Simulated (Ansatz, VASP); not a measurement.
**One calculation of Al, two programs**

```
Al
1.0
     0.00000    2.02481    2.02481
     2.02481    0.00000    2.02481
     2.02481    2.02481    0.00000
Al
1
Direct
  0.00000 0.00000 0.00000
```

Alike in both runs: functional PBEsol; k mesh 8 × 8 × 8; occupations fermi-dirac, width 0.15 eV; non-collinear spin, spin-orbit coupling.

|  | VASP | Ansatz |
| --- | --- | --- |
| version | VASP 6.6.1 | Ansatz 0.2.0 |
| potentials or method | VASP PAW PBE potentials, release 64 (Al), cutoff 520 eV | all-electron LAPW, relativistic spinors |
| task | single point | atomic charges |

VASP gave:

```
gap on the k mesh at the Fermi level (eV) : none
pressure (GPa)                            : -1.8
net moment per atom (μB)                  : 0.00
```

Problem. What did Ansatz give for the same quantities?

Solution. gap on the k mesh at the Fermi level (eV): none; pressure (GPa): -1.9; net moment per atom (μB): 0.00.

A gap of «none» marks a metal or a gap that the smearing closes. Ansatz ran all-electron here, so the differences hold the error of VASP's frozen core and of both bases.

Caveats: the PAW data sets were made with another functional, which shifts forces and pressure a little (VASP); the k mesh is thin for a metal, which can move the energy by tens of meV per atom (Ansatz); the starting moments weren't kept (Ansatz).
